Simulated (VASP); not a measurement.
# Ru in VASP: a series of runs

The runs below take Ru through relaxation of the atoms, with PBEsol, PBE+dDsC.

Everything below comes from runs of VASP 6.6.1. Logs are shortened: lines on timing, memory, paths and dates and some standing lists are left out, and cuts for length are marked.

### 1 The undisturbed slab

The cell holds a slab with vacuum, 5 atoms: a = 2.708 Å, b = 2.708 Å, c = 23.845 Å, α = 90.00°, β = 90.00°, γ = 120.00°.

The slab is cut from a database's or a generator's crystal, which needn't be the stable form of the element.

### 2 Relaxation of the atoms, PBEsol (the (1 1 1) slab of Ru, cut from the database cell, not relaxed)

INCAR

```
SYSTEM = Ru
ALGO = Normal
DIPOL = 0.5 0.5 0.500
EDIFF = 1E-7
EDIFFG = -0.01
ENCUT = 520
GGA = PS
IBRION = 2
IDIPOL = 3
ISIF = 2
ISMEAR = 0
LASPH = .TRUE.
LCHARG = .FALSE.
LDIPOL = .TRUE.
LREAL = .FALSE.
LWAVE = .FALSE.
NELM = 60
NSW = 40
PREC = Accurate
SIGMA = 0.05
```

KPOINTS

```
k-points
0
G
  11 11 1
  0 0 0
```

POSCAR

```
Ru
1.0
    2.7082189719      0.0000000000      0.0000000000
   -1.3541094860      2.3453864287      0.0000000000
    0.0000000000      0.0000000000     23.8450061240
Ru
5
Selective dynamics
Direct
    0.6666666667      0.3333333333      0.3145312675  F F F
    0.3333333333      0.6666666667      0.4072656338  F F F
    0.0000000000      0.0000000000      0.5000000000  T T T
    0.6666666667      0.3333333333      0.5927343662  T T T
    0.3333333333      0.6666666667      0.6854687325  T T T
```

Potentials or basis: VASP PAW PBE potentials, release 64 (Ru_pv).

The run is started by

```console
$ cat potpaw_PBE.64/Ru_pv/POTCAR > POTCAR
$ mpirun -np 1 vasp_std > vasp.out
```

OUTCAR:

```text
SYSTEM = Ru
   EDIFF = 1E-7
   EDIFFG = -0.01
   ENCUT = 520
   GGA = PS
   IBRION = 2
   ISIF = 2
   ISMEAR = 0
   LASPH = .TRUE.
   LREAL = .FALSE.
   NELM = 60
   NSW = 40
   PREC = Accurate

 ion  position               nearest neighbor table
   1  0.667  0.333  0.315-   2 2.71   2 2.71   2 2.71
   2  0.333  0.667  0.407-   3 2.71   3 2.71   3 2.71   1 2.71   1 2.71   1 2.71
   3  0.000  0.000  0.500-   2 2.71   4 2.71   4 2.71   2 2.71   4 2.71   2 2.71
   4  0.667  0.333  0.593-   3 2.71   3 2.71   3 2.71   5 2.71   5 2.71   5 2.71
   5  0.333  0.667  0.685-   4 2.71   4 2.71   4 2.71

  LATTYP: Found a hexagonal cell.
 ALAT       =     2.7082189719
 C/A-ratio  =     8.8046817379

  Lattice vectors:

 A1 = (   2.7082189719,   0.0000000000,   0.0000000000)
 A2 = (  -1.3541094860,   2.3453864287,   0.0000000000)
 A3 = (   0.0000000000,   0.0000000000,  23.8450061240)

Analysis of symmetry for initial positions (statically):
=====================================================================
 Subroutine PRICEL returns:
 Original cell was already a primitive cell.

 Routine SETGRP: Setting up the symmetry group for a
 hexagonal supercell.

 Subroutine GETGRP returns: Found 12 space group operations
 (whereof 12 operations were pure point group operations)
 out of a pool of 24 trial point group operations.

The static configuration has the point symmetry D_3d.

Analysis of symmetry for dynamics (positions and initial velocities):
=====================================================================
 Subroutine PRICEL returns:
 Original cell was already a primitive cell.

 Routine SETGRP: Setting up the symmetry group for a
 hexagonal supercell.

 Subroutine GETGRP returns: Found 12 space group operations
 (whereof 12 operations were pure point group operations)
 out of a pool of 24 trial point group operations.

The dynamic configuration has the point symmetry D_3d.

Analysis of constrained symmetry for selective dynamics:
=====================================================================
 Subroutine PRICEL returns:
 Original cell was already a primitive cell.

 Routine SETGRP: Setting up the symmetry group for a
 hexagonal supercell.

 Subroutine GETGRP returns: Found  6 space group operations
 (whereof  6 operations were pure point group operations)
 out of a pool of 24 trial point group operations.

The constrained configuration has the point symmetry C_3v.

 Subroutine INISYM returns: Found  6 space group operations
 (whereof  6 operations are pure point group operations),
 and found     1 'primitive' translations

----------------------------------------------------------------------------------------

                                     Primitive cell

  volume of cell :     151.4592

  direct lattice vectors                    reciprocal lattice vectors
     2.708218972  0.000000000  0.000000000     0.369246361  0.213184486  0.000000000
    -1.354109486  2.345386429  0.000000000     0.000000000  0.426368972  0.000000000
     0.000000000  0.000000000 23.845006124     0.000000000  0.000000000  0.041937502

  length of vectors
     2.708218972  2.708218972 23.845006124     0.426368972  0.426368972  0.041937502

  position of ions in fractional coordinates (direct lattice)
     0.666666667  0.333333333  0.314531268
     0.333333333  0.666666667  0.407265634
     0.000000000  0.000000000  0.500000000
     0.666666667  0.333333333  0.592734366
     0.333333333  0.666666667  0.685468732

  ion indices of the primitive-cell ions
   primitive index   ion index
                 1           1
                 2           2
                 3           3
[... 61 lines left out ...]
   LSORBIT =      F    spin-orbit coupling
   LASPH  =      T    aspherical Exc in radial PAW
   ENCUT  =  520.0 eV  38.22 Ry    6.18 a.u.   5.04  5.04 44.34*2*pi/ulx,y,z
   NELM   =     60;   NELMIN=  2; NELMDL= -5     # of ELM steps
   EDIFF  = 0.1E-06   stopping-criterion for ELM
   LREAL  =      F    real-space projection
   EDIFFG = -.1E-01   stopping-criterion for IOM
   NSW    =     40    number of steps for IOM
   IBRION =      2    ionic relax: 0-MD 1-quasi-New 2-CG
   NFREE  =      1    steps in history (QN), initial steepest desc. (CG)
   ISIF   =      2    stress and relaxation
   ISYM   =      2    0-nonsym 1-usesym 2-fastsym
   POTIM  = 0.5000    time-step for ionic-motion
   TEBEG  =    0.0;   TEEND  =   0.0 temperature during run
   PSTRESS=    0.0 pullay stress
   NELECT =      70.0000    total number of electrons
   NUPDOWN=      -1.0000    fix difference up-down
   EMIN   =  10.00;   EMAX   =-10.00  energy-range for DOS
   EFERMI =   0.00;   METHOD = LEGACY
   ISMEAR =     0;   SIGMA  =   0.05  broadening in eV -4-tet -1-fermi 0-gaus
   EFERMI_NEDOS =   21; number of points for ismear=-14 and -15
   IALGO  =     38    algorithm
   IMIX   =      4    mixing-type and parameters
     AMIX     =   0.40;   BMIX     =  1.00
     AMIX_MAG =   1.60;   BMIX_MAG =  1.00
  volume/ion in A,a.u.               =      30.29       204.42
  Fermi-wavevector in a.u.,A,eV,Ry     =   1.265734  2.391890 21.797642  1.602082
  Thomas-Fermi vector in A             =   2.398971
   LORBIT       =      0    0 simple, 1 ext, 2 COOP (PROOUT), +10 PAW based schemes
   GGA     = PS    functional components
   LHFCALC =     F    Hartree Fock is set to
   AEXX    =    0.0000 exact exchange contribution
   IVDW    =     0    specifies the selected vdW correction
   LEPSILON=     F    determine dielectric tensor
   LRPA    =     F    only Hartree local field effects (RPA)
 conjugate gradient relaxation of ions
 non-spin polarized calculation
 Gauss-broadening in eV      SIGMA  =   0.05
  energy-cutoff  :      520.00
  volume of cell :      151.46
 maximum number of plane-waves:      4123
   NGX = 11   NGY = 11   NGZ = 89

--------------------------------------- Ionic step        1  -------------------------------------------

 number of electron      70.0000010 magnetization

 Free energy of the ion-electron system (eV)
  ---------------------------------------------------
  ext. energy  EPLUGINS =         0.00000000
  ---------------------------------------------------
  free energy    TOTEN  =       -47.71975622 eV

  energy without entropy =      -47.70924344  energy(sigma->0) =      -47.71449983

------------------------ aborting loop because EDIFF is reached ----------------------------------------

  FORCE on cell =-STRESS in cart. coord.  units (eV):
  Direction    XX          YY          ZZ          XY          YZ          ZX
  --------------------------------------------------------------------------------------
  -------------------------------------------------------------------------------------
  Total       -9.5589413     -9.5589413     -8.5217870      0.0000000      0.0000000      0.0000000
  in kB     -101.1171350   -101.1171350    -90.1458284      0.0000000      0.0000000      0.0000000
  external PRESSURE =     -97.4600328 kB  Pullay stress =       0.0000000 kB
[... 98 lines left out ...]
  FREE ENERGIE OF THE ION-ELECTRON SYSTEM (eV)
  ---------------------------------------------------
  free  energy   TOTEN  =       -47.8203728810 eV

  energy  without entropy=      -47.8048582644  energy(sigma->0) =      -47.81261557

[... ionic steps 4 to 7 ...]

--------------------------------------- Ionic step        8  -------------------------------------------

 number of electron      70.0000006 magnetization

------------------------ aborting loop because EDIFF is reached ----------------------------------------
[... 28 lines left out ...]
  FREE ENERGIE OF THE ION-ELECTRON SYSTEM (eV)
  ---------------------------------------------------
  free  energy   TOTEN  =       -47.8658824636 eV

  energy  without entropy=      -47.8531187357  energy(sigma->0) =      -47.85950060

 dipolmoment           0.000000      0.000000      0.000725 electrons x Angstroem

--------------------------------------- Ionic step        9  -------------------------------------------

 number of electron      70.0000006 magnetization

------------------------ aborting loop because EDIFF is reached ----------------------------------------

 vacuum level on the upper side and lower side of the slab       (xc-potential included)        -0.251        -0.069

  FORCE on cell =-STRESS in cart. coord.  units (eV):
  Direction    XX          YY          ZZ          XY          YZ          ZX
  --------------------------------------------------------------------------------------
  -------------------------------------------------------------------------------------
  Total       -7.9130104     -7.9130104     -2.8098533      0.0000000      0.0000000      0.0000000
  in kB      -83.7060210    -83.7060210    -29.7234081      0.0000000      0.0000000      0.0000000
  external PRESSURE =     -65.7118167 kB  Pullay stress =       0.0000000 kB
[... 26 lines left out ...]
--------------------------------------- Ionic step       10  -------------------------------------------

 number of electron      70.0000006 magnetization

 dipolmoment           0.000000      0.000000     -0.006710 electrons x Angstroem

 Free energy of the ion-electron system (eV)
  ---------------------------------------------------
  ext. energy  EPLUGINS =         0.00000000
  ---------------------------------------------------
  free energy    TOTEN  =       -47.86599318 eV

  energy without entropy =      -47.85330946  energy(sigma->0) =      -47.85965132

 E-fermi :   2.8604     XC(G=0):  -7.2563

 val. band max:        2.8359657465   @ k =   0.2727   0.1818   0.0000
 cond. band min:       2.8714478089   @ k =   0.4545   0.0909   0.0000
 fundamental gap:      0.0354820624
 Fermi energy:         2.8603883527

 k-point     1 :       0.0000    0.0000    0.0000
  band No.  band energies     occupation
      1     -40.5634      2.00000
      2     -40.3376      2.00000
      3     -39.8199      2.00000
      4     -39.8071      2.00000
      5     -39.8071      2.00000
      6     -39.7065      2.00000
[... 709 lines left out ...]
     41       9.5256      0.00000
     42       9.6936      0.00000

------------------------ aborting loop because EDIFF is reached ----------------------------------------

 vacuum level on the upper side and lower side of the slab       (xc-potential included)        -0.097         0.091

  FORCE on cell =-STRESS in cart. coord.  units (eV):
  Direction    XX          YY          ZZ          XY          YZ          ZX
  --------------------------------------------------------------------------------------
  -------------------------------------------------------------------------------------
  Total       -7.8422158     -7.8422158     -2.6759054      0.0000000     -0.0000000     -0.0000000
  in kB      -82.9571361    -82.9571361    -28.3064698      0.0000000     -0.0000000     -0.0000000
  external PRESSURE =     -64.7402473 kB  Pullay stress =       0.0000000 kB
[... 20 lines left out ...]
  FREE ENERGIE OF THE ION-ELECTRON SYSTEM (eV)
  ---------------------------------------------------
  free  energy   TOTEN  =       -47.8659931770 eV

  energy  without entropy=      -47.8533094586  energy(sigma->0) =      -47.85965132

 reached required accuracy - stopping structural energy minimisation

 vacuum level on the upper side and lower side of the slab         7.908         8.100
```

Wall time 12 min (1 thread of AMD EPYC 9R45 (Zen 5), shared host); peak memory 0.26 GiB.

What came out:

* Free energy: -47.8660 eV
* Energy gained by relaxing: 29.2 meV/atom
* Ionic steps: 10
* Band gap on the k mesh: none (metal or under the smearing width)

The path:
```tsv
step	energy change (eV)	largest force (eV/Å)	pressure (GPa)
1	0.0000	1.3636	-9.75
2	-0.0881	1.3598	-8.88
3	-0.1006	1.3771	-8.27
4	-0.1100	1.3571	-8.08
5	-0.1322	1.2966	-7.47
6	-0.1451	1.2859	-6.15
7	-0.1461	1.2024	-6.46
8	-0.1461	1.1990	-6.42
9	-0.1459	1.2119	-6.57
10	-0.1462	1.2023	-6.47
```

Final structure:
```yaml
crystal:
  lattice:
    - [2.70822, 0.00000, 0.00000]
    - [-1.35411, 2.34539, 0.00000]
    - [0.00000, 0.00000, 23.84501]
  atoms:
    - { symbol: Ru, position: [0.66667, 0.33333, 0.31453] }
    - { symbol: Ru, position: [0.33333, 0.66667, 0.40727] }
    - { symbol: Ru, position: [0.00000, 0.00000, 0.49678] }
    - { symbol: Ru, position: [0.66667, 0.33333, 0.58955] }
    - { symbol: Ru, position: [0.33333, 0.66667, 0.67534] }
```

Levels at points of the mesh, in eV from the Fermi level:
```csv
k point,band 33,band 34,band 35,band 36,band 37,band 38
"(0.00, 0.00, 0.00)",-1.79,-1.19,-0.27,-0.27,-0.16,-0.16
```

Caveat: the PAW data sets were made with another functional, which shifts forces and pressure a little.

### 3 Relaxation of the atoms, PBE+dDsC (the (1 1 1) slab of Ru, cut from the database cell, not relaxed)

INCAR

```
PREC = Accurate ; ENCUT = 520
EDIFF = 1E-6 ; ISMEAR = 0
SIGMA = 0.05 ; LREAL = F
LASPH = T ; NELM = 60
ALGO = Fast ; ISIF = 2
LWAVE = F ; LCHARG = F
LDIPOL = T ; IDIPOL = 3
DIPOL = 0.5 0.5 0.500 ; GGA = PE
IVDW = 4 ; IBRION = 2
NSW = 40 ; EDIFFG = -0.01
```

KPOINTS

```
Automatic mesh
0
Gamma
  11 11 1
```

POSCAR is that of step 2.

Potentials or basis: VASP PAW PBE potentials, release 64 (Ru_pv).

The run is started by

```console
$ cat potpaw_PBE.64/Ru_pv/POTCAR > POTCAR
$ mpirun -np 1 vasp_std > vasp.out
```

OUTCAR:

```text
PREC = Accurate
   ENCUT = 520
   EDIFF = 1E-6
   ISMEAR = 0
   LREAL = F
   LASPH = T
   NELM = 60
   ISIF = 2
   GGA = PE
   IVDW = 4
   IBRION = 2
   NSW = 40
   EDIFFG = -0.01
  IVDW =   4

 ion  position               nearest neighbor table
   1  0.667  0.333  0.315-   2 2.71   2 2.71   2 2.71
   2  0.333  0.667  0.407-   3 2.71   3 2.71   3 2.71   1 2.71   1 2.71   1 2.71
   3  0.000  0.000  0.500-   2 2.71   4 2.71   4 2.71   2 2.71   4 2.71   2 2.71
   4  0.667  0.333  0.593-   3 2.71   3 2.71   3 2.71   5 2.71   5 2.71   5 2.71
   5  0.333  0.667  0.685-   4 2.71   4 2.71   4 2.71

  LATTYP: Found a hexagonal cell.
 ALAT       =     2.7082189719
 C/A-ratio  =     8.8046817379

  Lattice vectors:

 A1 = (   2.7082189719,   0.0000000000,   0.0000000000)
 A2 = (  -1.3541094860,   2.3453864287,   0.0000000000)
[... 428 lines left out ...]
  ext. energy  EPLUGINS =         0.00000000
  ---------------------------------------------------
  free energy    TOTEN  =       -43.62987264 eV

  energy without entropy =      -43.61595367  energy(sigma->0) =      -43.62291315

 E-fermi :   2.9889     XC(G=0):  -7.2197

 val. band max:        2.9739125410   @ k =   0.3636   0.2727   0.0000
 cond. band min:       3.0072233202   @ k =   0.4545   0.0909   0.0000
 fundamental gap:      0.0333107792
 Fermi energy:         2.9888613558

 k-point     1 :       0.0000    0.0000    0.0000
  band No.  band energies     occupation
      1     -40.4195      2.00000
      2     -40.2237      2.00000
      3     -39.7308      2.00000
      4     -39.6914      2.00000
      5     -39.6914      2.00000
      6     -39.6168      2.00000
[... 709 lines left out ...]
     41       9.6885      0.00000
     42       9.8666      0.00000

------------------------ aborting loop because EDIFF is reached ----------------------------------------

 vacuum level on the upper side and lower side of the slab       (xc-potential included)        -0.077         0.074

  Hirshfeld-DOM and Hirshfeld charges and relative Volumes:
            ion         q(e)           q(e)           rel_vol
   -----------------------------------------------------------
      1     Ru         -0.014         -0.009          1.082
      2     Ru          0.021          0.016          1.060
      3     Ru         -0.012         -0.011          1.064
      4     Ru          0.022          0.015          1.054
      5     Ru         -0.018         -0.011          1.079
[... 34 lines left out ...]
  FREE ENERGIE OF THE ION-ELECTRON SYSTEM (eV)
  ---------------------------------------------------
  free  energy   TOTEN  =       -45.0650279899 eV

  energy  without entropy=      -45.0511090211  energy(sigma->0) =      -45.05806851

 reached required accuracy - stopping structural energy minimisation

 vacuum level on the upper side and lower side of the slab         8.045         7.860
```

OSZICAR:

```text
N       E                     dE             d eps       ncg     rms          rms(c)
DAV:   1     0.761225596895E+03    0.76123E+03   -0.44298E+04  1640   0.162E+03
DAV:   2    -0.217002416107E+02   -0.78293E+03   -0.76405E+03  1468   0.488E+02
[... 178 lines left out ...]
RMM:   8    -0.436298447100E+02   -0.13202E-03   -0.15335E-03  1582   0.586E-02    0.505E-02
RMM:   9    -0.436298738425E+02   -0.29133E-04   -0.33279E-04  1459   0.319E-02    0.493E-02
RMM:  10    -0.436298790483E+02   -0.52057E-05   -0.15207E-04  1461   0.233E-02    0.388E-02
RMM:  11    -0.436298695576E+02    0.94907E-05   -0.65790E-05  1486   0.265E-02    0.153E-02
RMM:  12    -0.436298719138E+02   -0.23562E-05   -0.35906E-05  1215   0.127E-02    0.103E-02
RMM:  13    -0.436298726388E+02   -0.72504E-06   -0.87441E-06   888   0.573E-03
  11 F= -.45065028E+02 E0= -.45058069E+02  d E =-.154712E-03
```

Run time: 13 min. Hardware: 1 thread of AMD EPYC 9R45 (Zen 5), shared host; peak memory 0.28 GiB.

What came out:

```
Free energy                : -45.0650 eV
Energy gained by relaxing  : 12.9 meV/atom
Ionic steps                : 11
Band gap on the k mesh     : none (metal or under the smearing width)
Dispersion energy per atom : -0.287 eV
```

Step by step:
| step | energy change (eV) | largest force (eV/Å) | pressure (GPa) |
| --- | --- | --- | --- |
| 1 | 0.0000 | 1.0574 | -6.85 |
| 2 | -0.0536 | 1.0417 | -6.18 |
| 3 | -0.0262 | 1.0740 | -4.88 |
| 4 | -0.0582 | 1.0471 | -5.86 |
| 5 | -0.0581 | 1.0481 | -5.80 |
| 6 | -0.0602 | 1.0371 | -5.69 |
| 7 | -0.0647 | 1.0040 | -5.35 |
| 8 | -0.0638 | 0.9571 | -4.60 |
| 9 | -0.0645 | 0.9453 | -4.68 |
| 10 | -0.0648 | 0.9470 | -4.74 |
| 11 | -0.0647 | 0.9419 | -4.70 |

Final structure:
```cif
data_structure
_symmetry_space_group_name_H-M 'P 1'
_symmetry_Int_Tables_number 1
_cell_length_a 2.7082
_cell_length_b 2.7082
_cell_length_c 23.8450
_cell_angle_alpha 90.000
_cell_angle_beta 90.000
_cell_angle_gamma 120.000
_cell_volume 151.46
loop_
_atom_site_label
_atom_site_type_symbol
_atom_site_fract_x
_atom_site_fract_y
_atom_site_fract_z
_atom_site_occupancy
Ru1 Ru 0.66667 0.33333 0.31453 1
Ru2 Ru 0.33333 0.66667 0.40727 1
Ru3 Ru 0.00000 0.00000 0.49803 1
Ru4 Ru 0.66667 0.33333 0.59156 1
Ru5 Ru 0.33333 0.66667 0.67871 1
```

Levels at points of the mesh, in eV from the Fermi level:
```tsv
k point	band 32	band 33	band 34	band 35	band 36	band 37	band 38	band 39
(0.00, 0.00, 0.00)	-1.79	-1.79	-1.20	-0.23	-0.23	-0.16	-0.16	0.30
```
